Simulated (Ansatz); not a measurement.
Crystal: TiO2 (Anatase).

```xyz
6
Lattice="-1.8921 1.8921 4.7573 1.8921 -1.8921 4.7573 1.8921 1.8921 -4.7573" Properties=species:S:1:pos:R:3 pbc="T T T"
Ti    0.0000    1.8921    2.3786
Ti    0.0000    0.0000    0.0000
O     0.0000    0.0000    7.5346
O     0.0000    1.8921    0.3987
O     0.0000    1.8921    4.3586
O     0.0000    0.0000    1.9800
```

Base run:

- Program: Ansatz 0.2.0
- Functional: PBE
- Potentials or basis: Ansatz PAW
- Cutoff: 420 eV (not typed: the program's choice for these potentials)
- k mesh: 10 × 10 × 10
- Occupations: fermi-dirac, width 0.05 eV
- Spin: no spin polarisation
- Hubbard terms: Ti d U = 2 eV

Its results: band gap on the k mesh 2.37 eV, indirect (least direct gap 2.71 eV); pressure 6.8 GPa; largest force 0.081 eV/Å.

Task: The run is repeated on the same cell with these changes: hubbard terms from Ti d U = 2 eV to Ti d U = 1 eV. What comes out?

Result: Band gap on the k mesh 2.25 eV, indirect (least direct gap 2.58 eV); pressure 5.9 GPa; largest force 0.091 eV/Å.

Caveats: the density of states is complete only up to the lowest level of the last band computed.

A k mesh can miss the band edges.
